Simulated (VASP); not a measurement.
# H8CO6 in VASP: notebook

Runs on H8CO6. Level: PBE+D3(BJ). Tasks: single point.

Program: VASP 6.6.1. These are calculated values, not measurements. Logs are shortened: lines on timing, memory, paths and dates and some standing lists are left out, and cuts for length are marked.

## 1. The crystal as given

The cell holds a amorphous, 15 atoms: a = 5.299 Å, b = 5.299 Å, c = 5.299 Å, α = 90.00°, β = 90.00°, γ = 90.00°.

The cell was built by a generator and needn't be a form met in nature.

## 2. Single point, PBE+D3(BJ)

INCAR

```
SYSTEM = H8CO6
  PREC = Accurate
  ENCUT = 520
  EDIFF = 1E-7
  ISMEAR = -1
  SIGMA = 0.02
  LREAL = Auto
  LASPH = .TRUE.
  NELM = 100
  ALGO = Normal
  ISIF = 2
  LWAVE = .FALSE.
  LCHARG = .FALSE.
  GGA = PE
  IVDW = 12
  NBANDS = 37
```

KPOINTS

```
Automatic mesh
0
G
  1 1 1
  0 0 0
```

POSCAR

```
H8CO6
1.0
    5.2990860000      0.0000000000      0.0000000000
    0.0000000000      5.2990860000      0.0000000000
    0.0000000000      0.0000000000      5.2990860000
O H C
6 8 1
Direct
    0.9477672187      0.5369039114      0.3881801503
    0.7035930347      0.9065714351      0.5235808590
    0.3510227990      0.7430904122      0.1434775733
    0.9488617471      0.1255310822      1.0163828253
    0.3756308163      0.4423215626      0.7707744317
    0.5621158064      0.3391716987      1.1391964577
    1.1003784426      0.6413558867      0.3641571396
    1.0195343121      0.3758006569      0.4537763682
    0.5183912848      0.9376711380      0.5293176974
    0.7087637377      0.7305410782      0.4782711585
    0.4728173878      0.8390880993      0.2160749986
    0.2542891359      0.8823974550      0.0828444754
    0.9380485616      0.2273788348      1.1687109815
    0.9738094456     -0.0381575238      1.0871308750
    0.4513042438      0.3712338316      0.9514659698
```

Potentials or basis: VASP PAW PBE potentials, release 64 (O, H, C).

On the command line:

```
cat potpaw_PBE.64/O/POTCAR potpaw_PBE.64/H/POTCAR potpaw_PBE.64/C/POTCAR > POTCAR
mpirun -np 1 vasp_gam > vasp.out
```

OUTCAR:

```text
SYSTEM = H8CO6
   PREC = Accurate
   ENCUT = 520
   EDIFF = 1E-7
   ISMEAR = -1
   LREAL = Auto
   LASPH = .TRUE.
   NELM = 100
   ISIF = 2
   GGA = PE
   IVDW = 12
 IVDW          = 12

 ion  position               nearest neighbor table
   1  0.948  0.537  0.388-   7 0.99   8 1.00
   2  0.704  0.907  0.524-  10 0.96   9 1.00
   3  0.351  0.743  0.143-  11 0.91  12 0.95
   4  0.949  0.126  0.016-  14 0.95  13 0.97
   5  0.376  0.442  0.771-  15 1.10
   6  0.562  0.339  0.139-  15 1.17
   7  0.100  0.641  0.364-   1 0.99
   8  0.020  0.376  0.454-   1 1.00
   9  0.518  0.938  0.529-   2 1.00
  10  0.709  0.731  0.478-   2 0.96
  11  0.473  0.839  0.216-   3 0.91
  12  0.254  0.882  0.083-   3 0.95
  13  0.938  0.227  0.169-   4 0.97
  14  0.974  0.962  0.087-   4 0.95
  15  0.451  0.371  0.951-   5 1.10   6 1.17

  LATTYP: Found a simple cubic cell.
 ALAT       =     5.2990860000

  Lattice vectors:

 A1 = (   5.2990860000,   0.0000000000,   0.0000000000)
 A2 = (   0.0000000000,   5.2990860000,   0.0000000000)
 A3 = (   0.0000000000,   0.0000000000,   5.2990860000)

Analysis of symmetry for initial positions (statically):
=====================================================================
 Subroutine PRICEL returns:
 Original cell was already a primitive cell.

 Routine SETGRP: Setting up the symmetry group for a
 simple cubic supercell.

 Subroutine GETGRP returns: Found  1 space group operations
 (whereof  1 operations were pure point group operations)
 out of a pool of 48 trial point group operations.

The static configuration has the point symmetry C_1 .

Analysis of symmetry for dynamics (positions and initial velocities):
=====================================================================
 Subroutine PRICEL returns:
 Original cell was already a primitive cell.

 Routine SETGRP: Setting up the symmetry group for a
 simple cubic supercell.

 Subroutine GETGRP returns: Found  1 space group operations
 (whereof  1 operations were pure point group operations)
 out of a pool of 48 trial point group operations.

[... 110 lines left out ...]
   POTIM  = 0.5000    time-step for ionic-motion
   TEBEG  =    0.0;   TEEND  =   0.0 temperature during run
   PSTRESS=    0.0 pullay stress
   NELECT =      48.0000    total number of electrons
   NUPDOWN=      -1.0000    fix difference up-down
   EMIN   =  10.00;   EMAX   =-10.00  energy-range for DOS
   EFERMI =   0.00;   METHOD = LEGACY
   ISMEAR =    -1;   SIGMA  =   0.02  broadening in eV -4-tet -1-fermi 0-gaus
   EFERMI_NEDOS =   21; number of points for ismear=-14 and -15
   IALGO  =     38    algorithm
   IMIX   =      4    mixing-type and parameters
     AMIX     =   0.40;   BMIX     =  1.00
     AMIX_MAG =   1.60;   BMIX_MAG =  1.00
  volume/ion in A,a.u.               =       9.92        66.94
  Fermi-wavevector in a.u.,A,eV,Ry     =   1.122762  2.121712 17.151422  1.260594
  Thomas-Fermi vector in A             =   2.259424
   LORBIT       =      0    0 simple, 1 ext, 2 COOP (PROOUT), +10 PAW based schemes
   GGA     = PE    functional components
   LHFCALC =     F    Hartree Fock is set to
   AEXX    =    0.0000 exact exchange contribution
   IVDW    =    12    specifies the selected vdW correction
   LEPSILON=     F    determine dielectric tensor
   LRPA    =     F    only Hartree local field effects (RPA)
 non-spin polarized calculation
  energy-cutoff  :      520.00
  volume of cell :      148.80
 maximum number of plane-waves:      1980
 NGX is ok and might be reduce to    40
   NGX = 19   NGY = 19   NGZ = 19

 number of electron      47.9999990 magnetization

 Free energy of the ion-electron system (eV)
  ---------------------------------------------------
  ext. energy  EPLUGINS =         0.00000000
  ---------------------------------------------------
  free energy    TOTEN  =       -78.62692228 eV

  energy without entropy =      -78.62692228  energy(sigma->0) =      -78.62692228

 E-fermi :  -2.2505     XC(G=0):  -7.4471

 val. band max:       -2.8106923008   @ k =   0.0000   0.0000   0.0000
 cond. band min:       1.6784076618   @ k =   0.0000   0.0000   0.0000
 fundamental gap:      4.4890999625
 Fermi energy:        -2.2504908908

 k-point     1 :       0.0000    0.0000    0.0000
  band No.  band energies     occupation
      1     -25.3437      2.00000
      2     -23.6670      2.00000
      3     -22.7645      2.00000
      4     -21.5460      2.00000
      5     -21.2809      2.00000
      6     -20.8375      2.00000
[... 28 lines left out ...]
     35       9.1442      0.00000
     36       9.3085      0.00000
 [bands above 36 left out]

------------------------ aborting loop because EDIFF is reached ----------------------------------------

 Edisp (eV)   -0.67755

 E8    (eV) :    -0.1489

  FORCE on cell =-STRESS in cart. coord.  units (eV):
  Direction    XX          YY          ZZ          XY          YZ          ZX
  --------------------------------------------------------------------------------------
  -------------------------------------------------------------------------------------
  Total       7.42042     8.58500    12.44879    -3.12896    -0.24385     5.02586
  in kB      79.89800    92.43741   134.04017   -33.69052    -2.62556    54.11502
  external pressure =      102.13 kB  Pullay stress =        0.00 kB

 VOLUME and BASIS-vectors are now :
 -----------------------------------------------------------------------------
  energy-cutoff  :      520.00
  volume of cell :      148.80
      direct lattice vectors                 reciprocal lattice vectors
     5.299086000  0.000000000  0.000000000     0.188711789  0.000000000  0.000000000
     0.000000000  5.299086000  0.000000000     0.000000000  0.188711789  0.000000000
     0.000000000  0.000000000  5.299086000     0.000000000  0.000000000  0.188711789

 POSITION                                       TOTAL-FORCE (eV/Angst)
 -----------------------------------------------------------------------------------
      5.02230      2.84510      2.05700         1.085538     -1.561310      0.267672
      3.72840      4.80400      2.77450        -2.008666      1.351915      0.062836
      1.86010      3.93770      0.76030        -3.179268     -0.838106     -0.783988
      5.02810      0.66520      0.08681         1.228614     -0.029314     -0.447602
      1.99050      2.34390      4.08440        -3.775725      1.991517     -8.196050
      2.97870      1.79730      0.73761        -0.570564     -1.418211      1.119910
      0.53191      3.39860      1.92970        -0.048477     -0.286253     -0.140905
      0.10351      1.99140      2.40460        -0.503262      1.046885      0.163742
      2.74700      4.96880      2.80490         1.132363      0.293409      0.434573
      3.75580      3.87120      2.53440         0.706720     -1.041112      0.091676
      2.50550      4.44640      1.14500         3.962206      1.850717      2.057654
      1.34750      4.67590      0.43900        -0.908341      0.640440     -1.053597
      4.97080      1.20490      0.89401        -0.336103      0.536741     -0.175837
      5.16030      5.09689      0.46171        -0.675891     -1.097193      0.169898
      2.39150      1.96720      5.04190         3.890856     -1.440126      6.430020
 -----------------------------------------------------------------------------------
    total drift:                                0.002904      0.001059     -0.004421

  FREE ENERGIE OF THE ION-ELECTRON SYSTEM (eV)
  ---------------------------------------------------
  free  energy   TOTEN  =       -79.3044759768 eV

  energy  without entropy=      -79.3044759768  energy(sigma->0) =      -79.30447598
```

stdout:

```text
POSCAR found type information on POSCAR O H C
 POSCAR found :  3 types and      15 ions
 scaLAPACK will be used
 LDA part: xc-table for (Slater+PW92), standard interpolation
 POSCAR, INCAR and KPOINTS ok, starting setup
 FFT: planning ... GRIDC
 FFT: planning ... GRID_SOFT
 FFT: planning ... GRID
 WAVECAR not read
 entering main loop
```

Wall time 12 s (1 thread of Intel Xeon Platinum 8488C (Sapphire Rapids), shared host); peak memory 0.24 GiB.

Results:

- Free energy: -79.3045 eV
- Pressure: 10.2 GPa
- Largest force: 9.241 eV/Å
- Band gap on the k mesh: 4.49 eV, direct
- Dispersion energy per atom: -0.045 eV

Forces in eV/Å, atoms in the order of the input:
```
O    1.086 -1.561  0.268
O   -2.009  1.352  0.063
O   -3.179 -0.838 -0.784
O    1.229 -0.029 -0.448
O   -3.776  1.992 -8.196
O   -0.571 -1.418  1.120
H   -0.048 -0.286 -0.141
H   -0.503  1.047  0.164
H    1.132  0.293  0.435
H    0.707 -1.041  0.092
H    3.962  1.851  2.058
H   -0.908  0.640 -1.054
H   -0.336  0.537 -0.176
H   -0.676 -1.097  0.170
C    3.891 -1.440  6.430
```

Stress tensor (GPa, compression positive):
```
 7.99 -3.37  5.41
-3.37  9.24 -0.26
 5.41 -0.26 13.40
```

Caveat: the standard files for N, O and F lose accuracy on very short bonds. Expect the measured gap to be larger: semilocal functionals such as PBE lack the derivative discontinuity.

## 3. Single point, PBE+D3(BJ)

INCAR

```
ALGO = Fast
EDIFF = 1E-6
ENCUT = 520
GGA = PE
ISIF = 2
ISMEAR = -1
IVDW = 12
LASPH = T
LCHARG = T
LELF = T
LREAL = Auto
LVHAR = T
LWAVE = F
NBANDS = 37
NELM = 100
PREC = Accurate
SIGMA = 0.02
```

KPOINTS

```
k-points
0
Gamma
  1 1 1
```

POSCAR

```
H8CO6
1.0
    5.2990860000      0.0000000000      0.0000000000
    0.0000000000      5.2990860000      0.0000000000
    0.0000000000      0.0000000000      5.2990860000
O H C
6 8 1
Direct
    0.9541268060      0.5082197194      0.3512115108
    0.6555470132      1.0063622293      0.4843665493
    0.2991081858      0.8289920186      0.1362687830
    0.9178752713      0.0875622702      0.9271598913
    0.4220350453      0.3477392139      0.7175954495
    0.4770067895      0.3502113383      1.1384793529
    0.9802256465      0.6764374083      0.2719148170
    0.8409563461      0.5460753043      0.4977650863
    0.5355074441      1.1424045581      0.4447936871
    0.5525669899      0.8716031406      0.4721757677
    0.2814825047      0.6687002249      0.0386670456
    0.1404959270      0.9221212866      0.1399675340
    0.9234611403      0.1713125622      1.0923581916
    0.7499029078      0.0371762225      0.8753962476
    0.4363771413      0.3404926812      0.9324060791
```

Potentials or basis: VASP PAW PBE potentials, release 64 (O, H, C).

On the command line:

```
cat potpaw_PBE.64/O/POTCAR potpaw_PBE.64/H/POTCAR potpaw_PBE.64/C/POTCAR > POTCAR
mpirun -np 1 vasp_gam > vasp.out
```

Wall time 13 s (1 thread of Intel Xeon Platinum 8488C (Sapphire Rapids), shared host); peak memory 0.24 GiB.

Results (log left out):

```
Free energy                : -79.3393 eV
Pressure                   : 8.0 GPa
Largest force              : 6.958 eV/Å
Band gap on the k mesh     : 4.14 eV, direct
Dispersion energy per atom : -0.045 eV
```

Forces on the atoms (eV/Å):
```
O   -0.831  0.685  0.628
O    2.355  3.250  0.423
O    0.683 -0.945 -0.169
O    1.078  0.269  0.411
O   -1.205  0.596 -3.375
O    0.939  0.156  6.892
H   -0.171 -0.949  0.677
H    0.816 -0.427 -1.068
H    0.698 -0.221  0.039
H   -2.682 -3.919 -0.674
H   -0.557  1.886  0.859
H   -0.063 -0.256 -0.972
H   -0.994  0.228 -0.173
H   -0.108 -0.045  0.035
C    0.042 -0.308 -3.534
```

Stress tensor (GPa, compression positive):
```
 4.79  0.62  2.52
 0.62  5.52 -0.13
 2.52 -0.13 13.65
```

Levels at points of the mesh, in eV from the valence-band top:
| k point | band 22 | band 23 | band 24 | band 25 | band 26 | band 27 |
| --- | --- | --- | --- | --- | --- | --- |
| (0.00, 0.00, 0.00) | -0.76 | -0.32 | 0.00 | 4.14 | 6.18 | 6.46 |

Caveat: the standard files for N, O and F lose accuracy on very short bonds. As with any semilocal functional, this PBE gap is likely too small.
